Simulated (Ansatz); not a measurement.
Input of an Ansatz 0.2.0 run:

The input input.yaml:

```yaml
crystal:
  lattice:
    - [0.0, 1.9465, 1.9465]
    - [1.9465, 0.0, 1.9465]
    - [1.9465, 1.9465, 0.0]
  atoms:
    - { symbol: Pd, position: [0.0, 0.0, 0.0] }
kpoints:
  mp_grid: { grid: [12, 12, 12] }
scf:
  occupations: { method: fermi_dirac, width: 0.05 }
hamiltonian:
  xc: blyp
  dispersion: d4
  pseudopotentials: { kind: all_electron, lapw: { basis_error: 0.001 } }
output:
  forces: true
  stress: true
relax:
  f_tol: 0.01
  max_steps: 60
  cell: {}
```

Potentials or basis: all-electron LAPW, scalar-relativistic.

Command:

```console
$ ansatz run input.yaml --threads 1 --pin off --max-ram 3072MiB --backend cpu --events-out ev --progress --plain --runs-dir out
```

Estimate the relaxed volume.

15.38 Å³/atom.

Predict the space group after relaxing (to 0.05 Å).

Fm-3m (No. 225).

Predict the relaxed cell.

a = 2.791 Å, b = 2.791 Å, c = 2.791 Å, α = 60.00°, β = 60.00°, γ = 60.00°.

Final structure:
```cif
data_structure
_symmetry_space_group_name_H-M 'P 1'
_symmetry_Int_Tables_number 1
_cell_length_a 2.7914
_cell_length_b 2.7914
_cell_length_c 2.7914
_cell_angle_alpha 60.000
_cell_angle_beta 60.000
_cell_angle_gamma 60.000
_cell_volume 15.38
loop_
_atom_site_label
_atom_site_type_symbol
_atom_site_fract_x
_atom_site_fract_y
_atom_site_fract_z
_atom_site_occupancy
Pd1 Pd 0.00000 0.00000 0.00000 1
```

Zero-point motion and thermal expansion aren't in these numbers.
